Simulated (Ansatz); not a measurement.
Runs of Ansatz 0.2.0 on In2O3. Symmetry: R-3c, No. 167, trigonal system. The conventional cell has a = 5.487 Å, b = 5.487 Å, c = 14.510 Å, α = 90.00°, β = 90.00°, γ = 120.00°. In (site symmetry 3) is surrounded by 6 O at 2.12 to 2.26 Å. Around O (site symmetry 2) lie 4 In at 2.12 to 2.26 Å. 

```csv
level,gap on the mesh (eV),pressure (GPa),relaxed volume (Å³/atom)
PBE+D4,1.10,0.0,12.97
PBE+D3(BJ),(b),0.0,13.01
PBE,0.97,0.0,13.24
PBE+D3(BJ)-ATM,1.06,0.0,(a)
```

Alike in all rows: task relaxation of cell and atoms; potentials or basis Ansatz PAW; no spin polarisation; cell relaxed; k mesh 6 × 6 × 6; cutoff (eV) 420; smearing fermi-dirac 0.05 eV.

Task: Estimate the missing entries.

Result: (a) 13.03; (b) 1.08.

Caveats: the plane-wave basis is chosen anew once the cell has moved, so the energies of steps on either side of that aren't comparable; spin-orbit coupling is left out, which moves the levels of the heavy elements.

A k mesh can miss the band edges, and the runs leave out spin-orbit coupling on In.
